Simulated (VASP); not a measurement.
# Sn (Immm) in VASP: further runs

One crystal, Sn, is run at these levels: r2SCAN, r2SCAN+rVV10; tasks: relaxation of cell and atoms.

Everything below comes from runs of VASP 6.6.1. Logs are shortened: lines on timing, memory, paths and dates and some standing lists are left out, and cuts for length are marked.

## (1) The crystal as given

The structure is orthorhombic, space group Immm (No. 71). The conventional cell has a = 3.453 Å, b = 3.551 Å, c = 4.677 Å, α = 90.00°, β = 90.00°, γ = 90.00°. Around Sn (site symmetry mmm) lie 12 Sn at 3.41 to 3.55 Å.

This isn't the form of Sn at room conditions, which is tetragonal (white tin).

## (2) Relaxation of cell and atoms, r2SCAN

INCAR

```
SYSTEM = Sn
ALGO = Normal ; EDIFF = 1E-7
EDIFFG = -0.005 ; ENCUT = 600
IBRION = 2 ; ISIF = 3
ISMEAR = 0 ; LASPH = .True.
LCHARG = .False. ; LMIXTAU = .True.
LREAL = .False. ; LWAVE = .False.
METAGGA = R2SCAN ; NELM = 60
NSW = 90 ; PREC = Accurate
SIGMA = 0.1
```

KPOINTS

```
k-points
0
Gamma
  16 16 16
  0 0 0
```

POSCAR

```
Sn
1.0
   -1.7265390000      1.7755470000      2.3383420000
    1.7265390000     -1.7755470000      2.3383420000
    1.7265390000      1.7755470000     -2.3383420000
Sn
1
Direct
    0.0000000000      0.0000000000      0.0000000000
```

Potentials or basis: VASP PAW PBE potentials, release 64 (Sn_d).

Launch:

```console
cat potpaw_PBE.64/Sn_d/POTCAR > POTCAR
mpirun -np 1 vasp_std > vasp.out
```

OUTCAR:

```text
SYSTEM = Sn
   EDIFF = 1E-7
   EDIFFG = -0.005
   ENCUT = 600
   IBRION = 2
   ISIF = 3
   ISMEAR = 0
   LASPH = .True.
   LREAL = .False.
   METAGGA = R2SCAN
   NELM = 60
   NSW = 90
   PREC = Accurate

 ion  position               nearest neighbor table
   1  0.000  0.000  0.000-

  LATTYP: Found a body centered orthorhombic cell.
 ALAT       =     3.4530780000
 B/A-ratio  =     1.0283851103
 C/A-ratio  =     1.3543522620

  Lattice vectors:

 A1 = (  -1.7265390000,   1.7755470000,   2.3383420000)
 A2 = (   1.7265390000,  -1.7755470000,   2.3383420000)
 A3 = (   1.7265390000,   1.7755470000,  -2.3383420000)

Analysis of symmetry for initial positions (statically):
=====================================================================
 Subroutine PRICEL returns:
 Original cell was already a primitive cell.

 Routine SETGRP: Setting up the symmetry group for a
 body centered orthorhombic supercell.

 Subroutine GETGRP returns: Found  8 space group operations
 (whereof  8 operations were pure point group operations)
 out of a pool of  8 trial point group operations.

The static configuration has the point symmetry D_2h.

Analysis of symmetry for dynamics (positions and initial velocities):
=====================================================================
 Subroutine PRICEL returns:
 Original cell was already a primitive cell.

 Routine SETGRP: Setting up the symmetry group for a
 body centered orthorhombic supercell.

 Subroutine GETGRP returns: Found  8 space group operations
 (whereof  8 operations were pure point group operations)
 out of a pool of  8 trial point group operations.

The dynamic configuration has the point symmetry D_2h.

 Subroutine INISYM returns: Found  8 space group operations
 (whereof  8 operations are pure point group operations),
 and found     1 'primitive' translations

----------------------------------------------------------------------------------------

                                     Primitive cell

  volume of cell :      28.6732

  direct lattice vectors                    reciprocal lattice vectors
    -1.726539000  1.775547000  2.338342000     0.000000000  0.281603359  0.213826720
     1.726539000 -1.775547000  2.338342000     0.289596702  0.000000000  0.213826720
     1.726539000  1.775547000 -2.338342000     0.289596702  0.281603359  0.000000000

  length of vectors
     3.406075069  3.406075069  3.406075069     0.353584952  0.359983494  0.403938983

  position of ions in fractional coordinates (direct lattice)
     0.000000000  0.000000000  0.000000000

  ion indices of the primitive-cell ions
   primitive index   ion index
                 1           1

----------------------------------------------------------------------------------------

 KPOINTS: k-points

Automatic generation of k-mesh.
 Grid dimensions read from file:
 generate k-points for:   16   16   16

 Generating k-lattice:

  Cartesian coordinates                     Fractional coordinates (reciprocal lattice)
     0.000000000  0.017600210  0.013364170     0.062500000  0.000000000 -0.000000000
     0.018099794  0.000000000  0.013364170     0.000000000  0.062500000  0.000000000
     0.018099794  0.017600210  0.000000000    -0.000000000  0.000000000  0.062500000

  Length of vectors
     0.022099059  0.022498968  0.025246186

  Shift w.r.t. Gamma in fractional coordinates (k-lattice)
     0.000000000  0.000000000  0.000000000

 Subroutine IBZKPT returns following result:
 ===========================================

 Found    621 irreducible k-points:

 Following reciprocal coordinates:
            Coordinates               Weight
  0.000000  0.000000  0.000000      1.000000
  0.062500  0.000000  0.000000      4.000000
  0.125000  0.000000  0.000000      4.000000
  0.187500  0.000000  0.000000      4.000000
  0.250000  0.000000  0.000000      4.000000
  0.312500  0.000000 -0.000000      4.000000
[... 16 lines left out ...]
 -0.187500  0.062500  0.000000      8.000000
 -0.125000  0.062500  0.000000      8.000000
 [... further k-points ...]
   k-points           NKPTS =    621   k-points in BZ     NKDIM =    621   number of bands    NBANDS=     11
   number of dos      NEDOS =    301   number of ions     NIONS =      1
   total plane-waves  NPLWV =  21952
   dimension x,y,z NGX =    28 NGY =   28 NGZ =   28
   dimension x,y,z NGXF=    56 NGYF=   56 NGZF=   56
   ions per type =               1
   NGX,Y,Z   is equivalent  to a cutoff of  13.67, 13.67, 13.67 a.u.
   NGXF,Y,Z  is equivalent  to a cutoff of  27.33, 27.33, 27.33 a.u.
 SYSTEM =  Sn
   PREC   = accura    normal or accurate (medium, high low for compatibility)
   ISTART =      0    job   : 0-new  1-cont  2-samecut
   ICHARG =      2    charge: 1-file 2-atom 10-const
   ISPIN  =      1    spin polarized calculation?
   LNONCOLLINEAR =      F non collinear calculations
   LSORBIT =      F    spin-orbit coupling
   LASPH  =      T    aspherical Exc in radial PAW
   ENCUT  =  600.0 eV  44.10 Ry    6.64 a.u.   6.80  6.80  6.80*2*pi/ulx,y,z
   NELM   =     60;   NELMIN=  2; NELMDL= -5     # of ELM steps
   EDIFF  = 0.1E-06   stopping-criterion for ELM
   LREAL  =      F    real-space projection
   EDIFFG = -.5E-02   stopping-criterion for IOM
   NSW    =     90    number of steps for IOM
   IBRION =      2    ionic relax: 0-MD 1-quasi-New 2-CG
   NFREE  =      1    steps in history (QN), initial steepest desc. (CG)
   ISIF   =      3    stress and relaxation
   ISYM   =      2    0-nonsym 1-usesym 2-fastsym
   POTIM  = 0.5000    time-step for ionic-motion
   TEBEG  =    0.0;   TEEND  =   0.0 temperature during run
   PSTRESS=    0.0 pullay stress
   NELECT =      14.0000    total number of electrons
   NUPDOWN=      -1.0000    fix difference up-down
   EMIN   =  10.00;   EMAX   =-10.00  energy-range for DOS
   EFERMI =   0.00;   METHOD = LEGACY
   ISMEAR =     0;   SIGMA  =   0.10  broadening in eV -4-tet -1-fermi 0-gaus
   EFERMI_NEDOS =   21; number of points for ismear=-14 and -15
   IALGO  =     38    algorithm
   IMIX   =      4    mixing-type and parameters
     AMIX     =   0.40;   BMIX     =  1.00
     AMIX_MAG =   1.60;   BMIX_MAG =  1.00
  volume/ion in A,a.u.               =      28.67       193.50
  Fermi-wavevector in a.u.,A,eV,Ry     =   1.289116  2.436076 22.610433  1.661820
  Thomas-Fermi vector in A             =   2.421028
   LORBIT       =      0    0 simple, 1 ext, 2 COOP (PROOUT), +10 PAW based schemes
   METAGGA = R2SCAN    functional components
   LHFCALC =     F    Hartree Fock is set to
   AEXX    =    0.0000 exact exchange contribution
   IVDW    =     0    specifies the selected vdW correction
   LEPSILON=     F    determine dielectric tensor
   LRPA    =     F    only Hartree local field effects (RPA)
 conjugate gradient relaxation of ions
 non-spin polarized calculation
 Gauss-broadening in eV      SIGMA  =   0.10
  energy-cutoff  :      600.00
  volume of cell :       28.67
 maximum number of plane-waves:       974
   NGX = 13   NGY = 13   NGZ = 13

--------------------------------------- Ionic step        1  -------------------------------------------

 number of electron      13.9999998 magnetization

 Free energy of the ion-electron system (eV)
  ---------------------------------------------------
  ext. energy  EPLUGINS =         0.00000000
  ---------------------------------------------------
  free energy    TOTEN  =       -24.49657638 eV

  energy without entropy =      -24.49349741  energy(sigma->0) =      -24.49503690

------------------------ aborting loop because EDIFF is reached ----------------------------------------

  FORCE on cell =-STRESS in cart. coord.  units (eV):
  Direction    XX          YY          ZZ          XY          YZ          ZX
  --------------------------------------------------------------------------------------
  -------------------------------------------------------------------------------------
  Total       -0.3236972     -0.4281976     -0.4308673      0.0000000      0.0000000      0.0000000
  in kB      -18.0872676    -23.9264498    -24.0756209      0.0000000      0.0000000      0.0000000
  external PRESSURE =     -22.0297794 kB  Pullay stress =       0.0000000 kB
[... 86 lines left out ...]
  FREE ENERGIE OF THE ION-ELECTRON SYSTEM (eV)
  ---------------------------------------------------
  free  energy   TOTEN  =       -24.5067072504 eV

  energy  without entropy=      -24.5038214752  energy(sigma->0) =      -24.50526436

[... ionic steps 4 to 19 ...]

--------------------------------------- Ionic step       20  -------------------------------------------

 number of electron      14.0000005 magnetization

------------------------ aborting loop because EDIFF is reached ----------------------------------------

  FORCE on cell =-STRESS in cart. coord.  units (eV):
  Direction    XX          YY          ZZ          XY          YZ          ZX
  --------------------------------------------------------------------------------------
  -------------------------------------------------------------------------------------
  Total       -0.0116514      0.0254070      0.0049173      0.0000000      0.0000000      0.0000000
  in kB       -0.6857616      1.4953688      0.2894157      0.0000000      0.0000000      0.0000000
  external PRESSURE =       0.3663409 kB  Pullay stress =       0.0000000 kB
[... 55 lines left out ...]
  energy  without entropy=      -24.5081222799  energy(sigma->0) =      -24.50933834

--------------------------------------- Ionic step       22  -------------------------------------------

 number of electron      14.0000005 magnetization

 Free energy of the ion-electron system (eV)
  ---------------------------------------------------
  ext. energy  EPLUGINS =         0.00000000
  ---------------------------------------------------
  free energy    TOTEN  =       -24.51056637 eV

  energy without entropy =      -24.50813509  energy(sigma->0) =      -24.50935073

 E-fermi :   8.0192     XC(G=0): -11.2610

 val. band max:        8.0081197310   @ k =   0.3125  -0.3125   0.2500
 cond. band min:       8.0198889661   @ k =  -0.3750   0.1875   0.0000
 fundamental gap:      0.0117692351
 Fermi energy:         8.0191650028

 k-point     1 :       0.0000    0.0000    0.0000
  band No.  band energies     occupation
      1     -14.2383      2.00000
      2     -14.2381      2.00000
      3     -14.1846      2.00000
      4     -14.1599      2.00000
      5     -14.0872      2.00000
      6      -3.6436      2.00000
      7      16.0611      0.00000
      8      16.3720      0.00000
      9      16.3787      0.00000
     10      19.5453      0.00000
     11      20.3775      0.00000
[... 309 lines left out ...]
 k-point    24 :      -0.1250    0.0625    0.0000
  band No.  band energies     occupation
      1     -14.2411      2.00000
      2     -14.2196      2.00000
      3     -14.1815      2.00000
      4     -14.1532      2.00000
      5     -14.0895      2.00000
      6      -3.3500      2.00000
      7      14.1526      0.00000
      8      15.3506      0.00000
      9      15.7674      0.00000
     10      18.4674      0.00000
     11      20.2113      0.00000

 [... further k-points ...]

------------------------ aborting loop because EDIFF is reached ----------------------------------------

  FORCE on cell =-STRESS in cart. coord.  units (eV):
  Direction    XX          YY          ZZ          XY          YZ          ZX
  --------------------------------------------------------------------------------------
  -------------------------------------------------------------------------------------
  Total        0.0007670      0.0010579     -0.0001937     -0.0000000      0.0000000      0.0000000
  in kB        0.0451173      0.0622284     -0.0113926     -0.0000000      0.0000000      0.0000000
  external PRESSURE =       0.0319844 kB  Pullay stress =       0.0000000 kB
[... 16 lines left out ...]
  FREE ENERGIE OF THE ION-ELECTRON SYSTEM (eV)
  ---------------------------------------------------
  free  energy   TOTEN  =       -24.5105663695 eV

  energy  without entropy=      -24.5081350858  energy(sigma->0) =      -24.50935073

 reached required accuracy - stopping structural energy minimisation
```

Wall time 2.5 h (1 thread of Intel Xeon Platinum 8488C (Sapphire Rapids), shared host); peak memory 0.45 GiB.

What came out:

| Property | Result |
| --- | --- |
| Free energy | -24.5106 eV |
| Relaxed volume | 27.24 Å³/atom |
| Relaxed cell | a = 3.317 Å, b = 3.317 Å, c = 3.317 Å, α = 115.68°, β = 115.66°, γ = 97.68° |
| Space group after relaxing (to 0.05 Å) | I4/mmm (No. 139) |
| Energy gained by relaxing | 14.0 meV/atom |
| Ionic steps | 22 |
| Pressure after relaxing | 0.0 GPa |
| Band gap on the k mesh | none (metal or under the smearing width) |

Step by step:
```tsv
step	energy change (eV)	largest force (eV/Å)	pressure (GPa)	volume (Å³)
1	0.0000	0.0000	-2.20	28.67
2	-0.0099	0.0000	0.46	27.07
3	-0.0101	0.0000	0.04	27.29
4	-0.0105	0.0000	0.04	27.28
5	-0.0113	0.0000	0.06	27.27
6	-0.0110	0.0000	0.17	27.22
7	-0.0115	0.0000	0.07	27.25
8	-0.0119	0.0000	-0.09	27.34
9	-0.0125	0.0000	-0.44	27.53
10	-0.0111	0.0000	-1.13	27.87
11	-0.0126	0.0000	-0.59	27.60
12	-0.0127	0.0000	-0.59	27.59
13	-0.0129	0.0000	-0.58	27.59
14	-0.0130	0.0000	-0.57	27.56
15	-0.0133	0.0000	-0.47	27.51
16	-0.0137	0.0000	-0.17	27.34
17	-0.0135	0.0000	0.48	26.99
18	-0.0138	0.0000	0.07	27.21
19	-0.0138	0.0000	0.06	27.21
20	-0.0139	0.0000	0.04	27.22
21	-0.0140	0.0000	-0.01	27.24
22	-0.0140	0.0000	0.00	27.24
```

Final structure:
```
CELL_PARAMETERS angstrom
-1.76570 1.76631 2.18333
1.76570 -1.76631 2.18333
1.76570 1.76631 -2.18333
ATOMIC_POSITIONS crystal
Sn 0.00000 0.00000 0.00000
```

Caveat: the PAW data sets were made with another functional, which shifts forces and pressure a little.

(Continued in part 2 of 2.)
